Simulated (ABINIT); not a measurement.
**Ge in ABINIT: convergence with cutoff**

Input of the first run (cutoff 9 Ha); the others differ in this setting and in those tied to it:

File run.abi:

```
# Pseudopotentials
pp_dirpath "./"
pseudos "Ge.GGA_PBE-JTH.xml"

# Structure
acell 3*1.0
rprim
     7.5543424031     0.0000000000     0.0000000000
    -3.7771712017     6.5422524301     0.0000000000
     0.0000000000     0.0000000000    12.4710169184
ntypat 1
znucl 32
natom 4
typat 1 1 1 1
xred
     0.3280340000     0.6648870000     0.9395880000
     0.6776310000     0.3391870000     0.4332960000
     0.3436270000     0.6705210000     0.5672550000
     0.6731280000     0.3269050000     0.0611730000
chkprim 0
chksymtnons 0
tolsym 1.0e-6

# Plane-wave basis
ecut 9.0
pawecutdg 57.2
pawxcdev 0

# k points
kptopt 1
ngkpt 5 5 2
nshiftk 1
shiftk 0.0 0.0 0.0

# Exchange and correlation
ixc 11

# Bands and occupations
nband 34
occopt 6
tsmear 0.00183747

# SCF cycle
nstep 100
tolvrs 1.0e-9

# Output
iomode 3
prtwf 0
prtden 0
prteig 0
prtebands 0
prtvol 2
```

Potentials or basis: JTH PAW PBE v2.0.

Run with:

```console
$ abinit run.abi > log 2>&1
```

The cell isn't the ideal one: atoms moved at random, drawn with an rms of 0.05 Å.

This isn't the form of Ge at room conditions, which is diamond.

Hardware: 1 thread of Arm Neoverse V2, on a shared host.

```
 cutoff  energy less the tightest run (meV/atom)  largest force (eV/Å)  gap on the mesh (eV)  SCF cycles  CPU time (s)  peak memory (GiB)
   9 Ha                                 15868.63                 1.295                 0.174          19            40               0.19
  11 Ha                                  2263.20                 0.570                 0.097          24            63               0.19
  13 Ha                                   291.94                 0.646                 0.088          31           100                0.2
15.5 Ha                                    53.91                 0.629                 0.084          40           170               0.21
18.5 Ha                                    41.49                 0.631                 0.081          31           160               0.22
  22 Ha                                    13.87                 0.631                 0.079          31           210               0.24
25.5 Ha                                     3.13                 0.631                 0.078          49           410               0.26
29.5 Ha                                     2.46                 0.631                 0.078          45           480               0.28
  35 Ha                                     0.00                 0.631                 0.078          32           500               0.32
```

Against the tightest run, the largest force stays within 0.005 eV/Å from 15.5 Ha on; the gap on the mesh stays within 0.01 eV from 13 Ha on. Not settled before the last step: the energy (to 1 meV/atom). The tightest run that finished is the yardstick and may itself not be fully converged.

Caveat, for the tightest run too: the k mesh is coarse (spacing up to 0.48 Å⁻¹), so the values aren't converged; an odd mesh through Γ misses points on the zone boundary, where band edges often lie; the atomic spheres overlap.
